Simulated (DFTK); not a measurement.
## Rh in DFTK: the effect of functional

The system is Rh.

```
CELL_PARAMETERS angstrom
0.00000 1.89785 1.89785
1.89785 0.00000 1.89785
1.89785 1.89785 0.00000
ATOMIC_POSITIONS crystal
Rh 0.00000 0.00000 0.00000
```

Alike in all runs:

| Item | Value |
| --- | --- |
| Program | DFTK 0.8.2 |
| Task | single point |
| Potentials or basis | SG15 1.2 (PBE) |
| Cutoff | 1225 eV |
| k mesh | 12 × 12 × 12 |
| Occupations | fermi-dirac, width 0.05 eV |
| Spin | no spin polarisation |

```csv
functional,pressure (GPa)
LDA,-11.3
PBEsol,-4.0
r2SCAN,?
```

Task: What does the run with functional r2SCAN give?

Result: Pressure -1.1 GPa.

Caveats: the potentials were made for another functional, which shifts forces and pressure.
